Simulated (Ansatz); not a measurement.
Runs of Ansatz 0.2.0 on Zn. Symmetry: Pm-3m, No. 221, cubic system. Conventional cell: a = 3.771 Å, b = 3.771 Å, c = 3.771 Å, α = 90.00°, β = 90.00°, γ = 90.00°. Around Zn (site symmetry 4/mmm) lie 8 Zn at 2.67 Å. The cell was built by a generator and needn't be a form met in nature.

```csv
level,cutoff (eV),gap on the mesh (eV),pressure (GPa)
BLYP,420,none,(b)
PBE,420,none,-0.5
RPBE,420,none,2.1
r2SCAN,500,none,-3.8
revPBE,420,none,(a)
PBEsol,420,none,-4.5
LDA,420,none,-7.2
```

Alike in all rows: task band structure; potentials or basis Ansatz PAW; no spin polarisation; cell as given; k mesh 7 × 7 × 7; smearing fermi-dirac 0.05 eV.

Question: Estimate the missing entries.

Answer: (a) 1.4; (b) 4.1.

Caveats: the PAW data sets come from PBE, with cores solved anew for the run's functional, which leaves a small shift of forces and pressure (some runs).

A gap of «none» marks a metal or a gap under the smearing width.
